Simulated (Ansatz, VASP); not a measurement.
## Fe in VASP and in Ansatz

File INCAR:

```
SYSTEM = Fe
ALGO = Normal
EDIFF = 1E-6
ENCUT = 520
GGA = CA
ISIF = 2
ISMEAR = -1
ISPIN = 2
LASPH = .True.
LCHARG = .False.
LMAXMIX = 4
LORBIT = 11
LREAL = .False.
LWAVE = .False.
MAGMOM = 2.5
NBANDS = 14
NELM = 150
PREC = Accurate
SIGMA = 0.05
```

The input KPOINTS:

```
k-points
0
Gamma
  21 21 21
  0 0 0
```

The input POSCAR:

```
Fe
1.0
   -1.3031661531      1.3031661531      1.3031661531
    1.3031661531     -1.3031661531      1.3031661531
    1.3031661531      1.3031661531     -1.3031661531
Fe
1
Direct
    0.0000000000      0.0000000000      0.0000000000
```

Input for Ansatz:

```yaml
crystal:
  lattice:
    - [-1.3031661531, 1.3031661531, 1.3031661531]
    - [1.3031661531, -1.3031661531, 1.3031661531]
    - [1.3031661531, 1.3031661531, -1.3031661531]
  atoms:
    - { symbol: Fe, position: [0.0, 0.0, 0.0], spin: 2.5 }
magnetization:
  spin_polarized: true
kpoints:
  mp_grid: { grid: [21, 21, 21] }
scf:
  occupations: { method: fermi_dirac, width: 0.05 }
hamiltonian:
  xc: lda
  pseudopotentials: { kind: all_electron, lapw: { basis_error: 0.001 } }
output:
  forces: true
  stress: true
  eigenvalues: true
  populations: true
```

Change from the starting cell: volume scaled by 0.85, LAPW.

Alike in both runs: task single point; functional LDA; k mesh 21 × 21 × 21; occupations fermi-dirac, width 0.05 eV; collinear spin.

```csv
,VASP,Ansatz
version,VASP 6.6.1,Ansatz 0.2.0
potentials or method,"VASP PAW LDA potentials, release 64 (Fe)","all-electron LAPW, scalar-relativistic"
plane-wave cutoff (eV),520,see its input
```

|  | VASP | Ansatz | Ansatz less VASP |
| --- | --- | --- | --- |
| pressure (GPa) | 56.9 | 58.2 | +1.30 |
| net moment per atom (μB) | 1.59 | 1.66 | +0.062 |
| size of the moment on the site where the two differ most (μB) | 1.55 | 1.66 | +0.113 |

Site moments also hang on the region over which each program counts them. Ansatz ran all-electron here, so the differences hold the error of VASP's frozen core and of both bases.

Caveats: so large a pressure means that the cell lies far from this level's equilibrium, or that cutoff or potentials fall short (VASP).
